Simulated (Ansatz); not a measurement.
GeTe:
```cif
data_Ge3Te3
_chemical_formula_sum 'Ge3 Te3'
_space_group_name_H-M_alt 'R3m :H'
_space_group_IT_number 160
_space_group_name_Hall 'R 3 -2"'
_cell_length_a 4.22650
_cell_length_b 4.22650
_cell_length_c 10.94110
_cell_angle_alpha 90.000
_cell_angle_beta 90.000
_cell_angle_gamma 120.000
loop_
_atom_site_label
_atom_site_type_symbol
_atom_site_symmetry_multiplicity
_atom_site_Wyckoff_symbol
_atom_site_fract_x
_atom_site_fract_y
_atom_site_fract_z
_atom_site_occupancy
Ge1 Ge 3 a 0.00000 0.00000 0.76611 1
Te1 Te 3 a 0.00000 0.00000 0.23389 1
```
(The calculation used a cell of 2 atoms; values per cell refer to that cell.)

Relaxed with PBE.

Question: Decompose the optical modes at the zone centre into irreducible representations, and say which are infrared and Raman allowed.

Answer: Point group 3m: Γ_opt = A1 + E. Infrared: A1, E. Raman: A1, E.

Question: Assign frequencies (DFPT, DFT-PBE in the program Ansatz with PAW potentials; without the LO–TO term).

Answer: E 93, A1 141 cm⁻¹.

Symmetry was held in the PBE relaxation; of distortions, only those at the zone centre were tested. Scalar-relativistic: spin–orbit coupling is off unless named, which matters more the heavier the elements.

Potentials: the later of the program's two PAW sets.
